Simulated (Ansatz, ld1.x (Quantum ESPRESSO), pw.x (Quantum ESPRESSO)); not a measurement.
# B: does the ultrasoft potential hold in the solid?

ld1.x (Quantum ESPRESSO) 7.5 input, shortened:

```
&input
   title='B', zed=5., rel=1, dft='PBE', iswitch=3,
   config='[He] 2s2 2p1'
 /
 &inputp
   pseudotype=3, tm=.true., lloc=-1, rcloc=2.00,
   nlcc=.false.,
   which_augfun='PSQ', rmatch_augfun_nc=.true.
 /
4
2S  1  0   2.00   0.00  1.60  1.95  0.0
2S  1  0   0.00   0.05  1.60  1.95  0.0
2P  2  1   1.00   0.00  2.45  2.85  0.0
2P  2  1   0.00   1.10  2.45  2.85  0.0
 &test
   configts(1)='2s2 2p1'
 /
```

Atomic tests: cutoffs needed: 8 Ry and 10 Ry (the cutoffs (Ry, on a coarse ladder) from which the occupation-weighted sum of valence levels, in a spherical-Bessel basis at the reference potential, stays within 10 and 1 mRy of its value at 400 Ry); ghost test: no extra level below or beside the all-electron valence levels (s, p, d, f tested) (spherical-Bessel basis up to 400 Ry, 20 bohr box); configuration tests: 2 of 7 tests not solved or not reliable.

Crystal test: diamond B in pw.x 7.5, no spin, 11³ k-points, Fermi–Dirac smearing 0.01 Ry, cutoffs 40/320 Ry. The reference is all-electron LAPW (Ansatz 0.2.0) with the same functional, mesh and smearing; V0 and B0 come from Birch–Murnaghan fits to the pressures at five volumes. Errors are pseudo minus all-electron; Δ is the rms difference of the E(V) curves that follow from these fits, minima aligned, over ±6 % about the mean V0. Mesh and smearing are coarse, so the numbers serve the comparison and aren't converged zero-temperature values; the lattice is a test structure that the element need not adopt.

All-electron: a0 = 4.053 Å (V0 = 8.32 Å³/atom), B0 = 175.9 GPa.

Problem. How far does the potential miss the all-electron equation of state?

Solution. mean pressure error (GPa): +14.77. The pressure does not cross zero within the volumes sampled, so no fit is given. The largest radius (2.85 bohr) exceeds half the bond length (1.66 bohr), so the spheres overlap, which is one possible source of error among others. This is a poor potential for the solid. Atomic configuration tests: 2 of 7 tests not solved or not reliable.

```json
{"V (Å³/atom)": "7.899", "P all-electron (GPa)": "10.02", "P pseudo (GPa)": "22.51"}
{"V (Å³/atom)": "8.107", "P all-electron (GPa)": "4.78", "P pseudo (GPa)": "18.69"}
{"V (Å³/atom)": "8.315", "P all-electron (GPa)": "0.11", "P pseudo (GPa)": "15.14"}
{"V (Å³/atom)": "8.523", "P all-electron (GPa)": "-4.05", "P pseudo (GPa)": "11.84"}
{"V (Å³/atom)": "8.731", "P all-electron (GPa)": "-7.77", "P pseudo (GPa)": "8.77"}
```

Problem. At the middle volume, how do free energy and pressure move when the wave cutoff is lowered (ecutrho held at 320 Ry)?

Solution.

| cutoff (Ry) | shift of F (meV/atom) | shift of P (GPa) |
| --- | --- | --- |
| 18 | +44.6 | +1.60 |
| 24 | +7.0 | -0.73 |
| 32 | +0.6 | +0.02 |

Input at the middle volume:

```
&control
  calculation='scf', prefix='x', pseudo_dir='./', outdir='./tmp', tstress=.true., disk_io='none'
/
&system
  ibrav=0, nat=2, ntyp=1, ecutwfc=40, ecutrho=320, nbnd=10,
  occupations='smearing', smearing='fd', degauss=0.01
/
&electrons
  conv_thr=1e-09, mixing_beta=0.4, electron_maxstep=70
/
ATOMIC_SPECIES
B 1.0 B.UPF
CELL_PARAMETERS angstrom
  0.00000000 2.02591281 2.02591281
  2.02591281 0.00000000 2.02591281
  2.02591281 2.02591281 0.00000000
ATOMIC_POSITIONS crystal
B 0.0000 0.0000 0.0000
B 0.2500 0.2500 0.2500
K_POINTS automatic
11 11 11 0 0 0
```

```bash
pw.x < B.scf.in > B.scf.out
```

Lines of the output:

```
Message from routine setup:
     using ibrav=0 with symmetry is DISCOURAGED, use correct ibrav instead
     lattice parameter (alat)  =       5.4142  a.u.
     unit-cell volume          =     112.2248 (a.u.)^3
     number of electrons       =         6.00
     number of Kohn-Sham states=           10
     kinetic-energy cutoff     =      40.0000  Ry
     charge density cutoff     =     320.0000  Ry
     scf convergence threshold =      1.0E-09
     Exchange-correlation= PBE
     number of k points=    56  Fermi-Dirac smearing, width (Ry)=  0.0100
     iteration #  1     ecut=    40.00 Ry     beta= 0.40
     total energy              =     -11.18940117 Ry
     estimated scf accuracy    <       0.05442048 Ry
     iteration #  2     ecut=    40.00 Ry     beta= 0.40
     total energy              =     -11.18525865 Ry
     estimated scf accuracy    <       0.01287989 Ry
     iteration #  3     ecut=    40.00 Ry     beta= 0.40
     total energy              =     -11.18678900 Ry
     estimated scf accuracy    <       0.00005288 Ry
     iteration #  4     ecut=    40.00 Ry     beta= 0.40
     total energy              =     -11.18687495 Ry
     estimated scf accuracy    <       0.00000395 Ry
     iteration #  5     ecut=    40.00 Ry     beta= 0.40
     total energy              =     -11.18687586 Ry
     estimated scf accuracy    <       0.00000047 Ry
     iteration #  6     ecut=    40.00 Ry     beta= 0.40
     total energy              =     -11.18687590 Ry
     estimated scf accuracy    <       0.00000003 Ry
     iteration #  7     ecut=    40.00 Ry     beta= 0.40
     total energy              =     -11.18687591 Ry
     estimated scf accuracy    <          1.2E-09 Ry
     iteration #  8     ecut=    40.00 Ry     beta= 0.40
     total energy              =     -11.18687591 Ry
     estimated scf accuracy    <          1.8E-09 Ry
     iteration #  9     ecut=    40.00 Ry     beta= 0.40
     the Fermi energy is     6.9334 ev
!    total energy              =     -11.18687591 Ry
     estimated scf accuracy    <          5.7E-11 Ry
     smearing contrib. (-TS)   =      -0.00465914 Ry
     The total energy is F=E-TS. E is the sum of the following terms:
     one-electron contribution =       5.01679376 Ry
     hartree contribution      =       0.66070568 Ry
     xc contribution           =      -4.19622113 Ry
     ewald contribution        =     -12.66349507 Ry
     convergence has been achieved in   9 iterations
          total   stress  (Ry/bohr**3)                   (kbar)     P=      151.41
     Message from routine punch:
     Nothing written, as per user request (disk_io='none')
```

The run at the middle volume (56 k-points, 9 iterations) took about 3.9 s on one core of a shared host (Neoverse-V2, 96 threads, 742 GiB, load 51).
